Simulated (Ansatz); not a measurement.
# Mn (P6_3/mmc) in Ansatz: relaxation of cell and atoms with revPBE

Aim: the relaxation of cell and atoms of Mn with revPBE.

Program: Ansatz 0.2.0. These are calculated values, not measurements. Logs are shortened: lines on timing, memory, paths and dates and some standing lists are left out, and cuts for length are marked.

### Step 1. Starting point

It takes space group P6_3/mmc (No. 194, hexagonal). The conventional cell has a = 2.484 Å, b = 2.484 Å, c = 4.026 Å, α = 90.00°, β = 90.00°, γ = 120.00°. Mn (site symmetry -6m2) is surrounded by 12 Mn at 2.47 to 2.48 Å.

This isn't the form of Mn at room conditions, which is a 58-atom cubic cell.

### Step 2. Relaxation of cell and atoms, revPBE, collinear spin, ferromagnetic start

Contents of input.yaml:

```yaml
crystal:
  lattice:
    - [2.4836457705, 0.0, 0.0]
    - [-1.2418228853, 2.1509003313, 0.0]
    - [0.0, 0.0, 4.026195]
  atoms:
    - { symbol: Mn, position: [0.3333333333, 0.6666666667, 0.25], spin: 4.0 }
    - { symbol: Mn, position: [0.6666666667, 0.3333333333, 0.75], spin: 4.0 }
hamiltonian:
  xc: revpbe
  pseudopotentials: { kind: paw }
magnetization:
  spin_polarized: true
kpoints:
  mp_grid: { grid: [12, 12, 7] }
scf:
  occupations: { method: fermi_dirac, width: 0.05 }
output:
  forces: true
  stress: true
  eigenvalues: true
relax:
  f_tol: 0.01
  max_steps: 40
  cell: { stress_tol: 0.05 }
```

Potentials or basis: Ansatz PAW.

The run is started by

```console
$ ansatz run input.yaml --threads 2 --pin off --max-ram 5632MiB --backend cpu --events-out ev --progress --plain --runs-dir out
```

Output:

```text
Warning: RAYON_NUM_THREADS=2 ignored (pool sized by the plan → 2); use --threads N
Engine: ansatz 0.2.0, aarch64-unknown-linux-gnu
Pseudopotentials: kind: paw
Pseudopotential: Mn, paw, valence charge 15, recommended cutoff 420 eV (normal), Mn.paw.azcp
Functional definition: revPBE
  parameter kappa = 1.245
  parameter beta = 0.06672455060314922
  exchange = pbe_x(kappa = kappa, mu = beta*pi^2/3)
  correlation = pbe_c(beta = beta)
Crystal: 2 atoms, lattice volume = 21.508 Å³
Basis set: ecut = 420 eV, 391 PW (Γ), exchange–correlation on 36×36×54 points (8 copies of the dense FFT grid, shifted against one another)
Bands: 23, of which v1, the nominal top of the filled ones, is band 15 counted from 1 (14 counted from 0)
Symmetry: 24 space group operations
Space group: P63/mmc (ITA 194), of the structure as read, at distance tolerance 2.8e-5 Å
Magnetic group: BNS 194.263 (UNI 1493), of the structure as read, at distance tolerance 2.8e-5 Å
k-points: 76 of 1008
Non-local potential: Mn, projectors of the file, l = 0: 3, l = 1: 2, l = 2: 3, l = 3: 1
PAW form: soft (Blöchl's): semilocal exchange-correlation on the pseudo side does not see the compensation charge
PAW frozen core: Mn, regenerated for the run's functional, and the local potential with it (the file was generated under x = pbe(κ = 0.804, μ = 0.2195149727645171), c = pbe(β = 0.06672455060314922))
PAW one-centre angular grid: Mn, 590 points (default); XC on 64 Gauss nodes
Initial density: superposition of atomic densities (chi_scale 0.1, normalization cell)
Starting moments: Σ|m| = 8 μB on 2 of 2 sites
Initial wavefunctions: pseudopotential atomic-orbital guess
Functional: x = revpbe(κ = 1.245, μ = 0.2195149727645171), c = pbe(β = 0.06672455060314922)
SCF iter   1: F=—  HF=-7800.373468 eV  |F-HF|=—  |Δ(HF+E_count)|=         —  Δρ=1.37e-1 (↑1.37e-1 ↓5.69e-2)  dr2=1.86e0  dr2_m=1.62e0  M=5.974 μB ∫|m|=5.991 μB  β_m=0.30  ethr=3.10e-3  ⟨swp⟩=3.7  Hψ=12380  notcnv=0
Mixer restart at iter 1: flushing history
preconditioner: auto → none  [metal: Δε(μ)=0.009 eV  Ē_g=9.852 eV  σ=0.050 eV  W_gap=0.04  n_scr=2 (ndim 8)  ℏωp=30.0 eV  f_vac=0.000  D(μ)=3.19/eV (n_scr^D=42)  sad-step TF]
SCF iter   2: F=—  HF=-7800.392056 eV  |F-HF|=—  |Δ(HF+E_count)|=   1.86e-2  Δρ=7.57e-2 (↑7.57e-2 ↓4.95e-2)  dr2=3.10e-1  dr2_m=7.21e-1  M=5.942 μB ∫|m|=5.963 μB  β_m=0.49  ethr=3.10e-3  ⟨swp⟩=2.3  Hψ=5908  notcnv=0  defer=232
SCF iter   3: F=—  HF=-7802.026033 eV  |F-HF|=—  |Δ(HF+E_count)|=    1.63e0  Δρ=5.58e-2 (↑5.58e-2 ↓4.10e-2)  dr2=5.59e-2  dr2_m=4.56e-1  M=5.341 μB ∫|m|=5.377 μB  β_m=0.47  ethr=1.03e-3  ⟨swp⟩=2.0  Hψ=4400  notcnv=0  defer=234
SCF iter   4: F=—  HF=-7806.802919 eV  |F-HF|=—  |Δ(HF+E_count)|=         —  Δρ=2.99e-1 (↑2.99e-1 ↓2.44e-1)  dr2=5.21e-1  dr2_m=1.45e1  M=0.393 μB ∫|m|=0.472 μB  β_m=1.00  ethr=1.86e-4  ⟨swp⟩=2.3  Hψ=5185  notcnv=0  defer=234
Mixer restart at iter 4: flushing history
[... 60 lines left out ...]
SCF 4 converged in 8 iterations: F = -7804.127327 eV  dr2 = 3.22e-15
relax step   4: F+E_penalty+E_count = -7804.12732701 eV  Δ(F+E_penalty+E_count) = -8.791e-5 eV  max|allowed force component| = 9.252e-18 eV/Å  Δτ_max = 0.0000 Å  P = +0.014 GPa  Ω = 21.733 Å³  stress off target by 1.78e-2 GPa  SCF on the basis re-selected at this cell (its energy is not comparable with the rows above)  (8 SCF iters)
basis re-selected at this cell: Δ(F+E_penalty+E_count) = -8.791e-5 eV, ΔP = -0.003 GPa vs the last step (what re-selecting the basis moved, of the pressure what is left beyond the Pulay correction that the steps carried, after the strain that the cell walked since its last selection, with what the two solves' SCF thresholds leave and, on support functions, any second-order correction that the steps lacked; it is no measure of the basis error at this ecutwfc). This SCF's stress stands 1.78e-2 GPa from its target on what of the cell is left free (relax.cell.stress_tol is 5.00e-2 GPa) and its largest allowed force component is 9.25e-18 eV/Å (relax.f_tol is 1.00e-2 eV/Å): within both
SCF converged after 8 iterations
Magnetization: -0.0000 μB (15.0000 up, 15.0000 down)
Absolute magnetization: 0.0000 μB (∫|ρ↑−ρ↓|, with the PAW one-centre terms)
Spin contamination: 0.0000 ħ² per cell (⟨S²⟩ above its minimum at these occupations)
Per-site moments (μB) at R_I (Å): [(-1.13400393779941e-8, 1.022937906540401), (-1.1340039466292973e-8, 1.022937906540401)]
Free energy (F): -7804.127327 eV
Harris-Foulkes:  -7804.127327 eV  (|F-HF|=9.09e-13)
Internal energy: -7804.104998 eV  (E = F + TS)
E sigma→0 (E₀):  -7804.116162 eV
Entropy (-TS):   -0.022329 eV (-11.165 meV/atom)
Fermi energy:    20.006359 eV
--- Per-component energies (eV) ---
  E_band       = -320.760492
  E_kinetic    = 616.205920
  E_local      = -3145.698637  (includes V_loc(G=0)·N_el)
  E_nonlocal   = 471.289450
  E_hartree    = 1309.293596
  E_xc         = -231.530544
  E_vxc        = -296.472673  (∫ρ·V_xc dr)
  E_paw        = -2598.988749  (= ΣΔE_a)
  E_vpaw       = -584.671726  (= ΣTr[D̂ρ^β])
  E_aug_tail   = -0.000017  (compensation charges beyond the density's cutoff)
  E_ewald      = -4224.604953
  E_core_change = -0.071063  (= ΣΔE_core)
  E_smearing   = -0.022329  (= −TS)
  E_closure    = -0.000000  (closes the sum)
  Σ components = -7804.127327   (vs F -7804.127327, Δ=0.00e0)
--- Forces (eV/Å), atoms counted from 1 ---
  atom   1  Mn    -0.00000000    -0.00000000     0.00000000
  atom   2  Mn     0.00000000     0.00000000     0.00000000
  max |Σ_I F_I| component: 0.00e0 eV/Å
--- Stress (GPa, compression-positive) ---
        0.012379      -0.000000      -0.000000
        0.000000       0.012379      -0.000000
       -0.000000      -0.000000       0.017771
  P = ⅓ Tr σ = 0.0142 GPa (0.142 kbar)
--- Band table (eV; the first three rows and the last of 152) ---
  k-point 0 ↑: bands = ["-59.2520", "-59.0989", "-28.2482", "-27.6089", "-27.6089", "-27.5081", "-27.5081", "-27.4988", "11.8215", "15.6172", "19.0541", "19.0842", "19.0842", "19.5475", "19.5475", "20.0736", "20.0736", "20.6553", "21.6104", "21.6104", "29.1270", "40.5989", "43.8375"]
  k-point 1 ↑: bands = ["-59.2445", "-59.1066", "-28.2121", "-27.6039", "-27.6039", "-27.5370", "-27.5131", "-27.5131", "12.0378", "15.5765", "18.9719", "19.0184", "19.0184", "19.4676", "19.4676", "20.0871", "20.2445", "20.2445", "21.6005", "21.6005", "30.0637", "40.3836", "43.3262"]
  k-point 2 ↑: bands = ["-59.2234", "-59.1279", "-28.1105", "-27.6434", "-27.5899", "-27.5899", "-27.5271", "-27.5271", "12.6600", "15.3253", "18.7608", "18.9390", "18.9390", "19.0771", "19.2792", "19.2792", "20.6165", "20.6165", "21.5304", "21.5304", "32.2787", "39.6756", "42.0055"]
  k-point 75 ↓: bands = ["-59.0681", "-59.0681", "-28.0864", "-28.0864", "-27.9632", "-27.9123", "-27.6371", "-27.6371", "17.1890", "17.2826", "17.2826", "17.3765", "18.4273", "18.4273", "19.9291", "20.2278", "21.6619", "21.6619", "27.6406", "27.6406", "28.7145", "29.9604", "32.0441"]
--- Relaxed structure (3 steps of the walk, 3 accepted, 1 SCFs on fresh bases) ---
  F+E_penalty+E_count = -7804.12732701 eV   max|allowed force component| = 9.252e-18 eV/Å   (the final SCF, on the basis selected at the relaxed cell)
  cell:  # Å, volume = 21.7333 Å³
    - [2.492612454829383, 2.897176886940929e-11, 1.1466669608163854e-34]
    - [-1.2463062274397816, 2.158665707657251, 9.3570936958989e-34]
    - [9.294209420994784e-35, 1.858841884198957e-33, 4.039115965583458]
  atoms:
    - { symbol: Mn, position: [0.33333333333333326, 0.6666666666666666, 0.25] }
    - { symbol: Mn, position: [0.6666666666666666, 0.3333333333333333, 0.7499999999999999] }
```

Wall time 13 s (2 threads of Arm Neoverse V1, shared host); peak memory 0.34 GiB.

Results:

| Quantity | Value |
| --- | --- |
| Free energy | -7804.1273 eV |
| Relaxed volume | 10.87 Å³/atom |
| Relaxed cell | a = 2.493 Å, b = 2.493 Å, c = 4.039 Å, α = 90.00°, β = 90.00°, γ = 120.00° |
| Space group after relaxing (to 0.05 Å) | P6_3/mmc (No. 194) |
| Energy gained by relaxing | 1.0 meV/atom |
| Ionic steps | 4 |
| Pressure after relaxing | 0.0 GPa |
| Band gap on the k mesh | none (metal or under the smearing width) |
| Net moment | 0.00 μB per cell |
| Absolute moment | 0.00 μB per cell |

Step by step:
| step | energy change (eV) | largest force (eV/Å) | volume (Å³) |
| --- | --- | --- | --- |
| 1 | 0.0000 | 0.0000 | 21.51 |
| 2 | -0.0017 | 0.0000 | 21.66 |
| 3 | -0.0019 | 0.0000 | 21.73 |
| 4 | -0.0020 | 0.0000 | 21.73 |

Final structure:
```xyz
2
Lattice="2.4926 0.0000 0.0000 -1.2463 2.1587 0.0000 0.0000 0.0000 4.0391" Properties=species:S:1:pos:R:3 pbc="T T T"
Mn    0.0000    1.4391    1.0098
Mn    1.2463    0.7196    3.0293
```

Caveat: the starting moments collapsed, and a magnetic state may lie lower; the plane-wave basis is chosen anew once the cell has moved, so the energies of steps on either side of that aren't comparable; the PAW data sets come from PBE, with cores solved anew for the run's functional, which leaves a small shift of forces and pressure; the starting moments weren't kept.
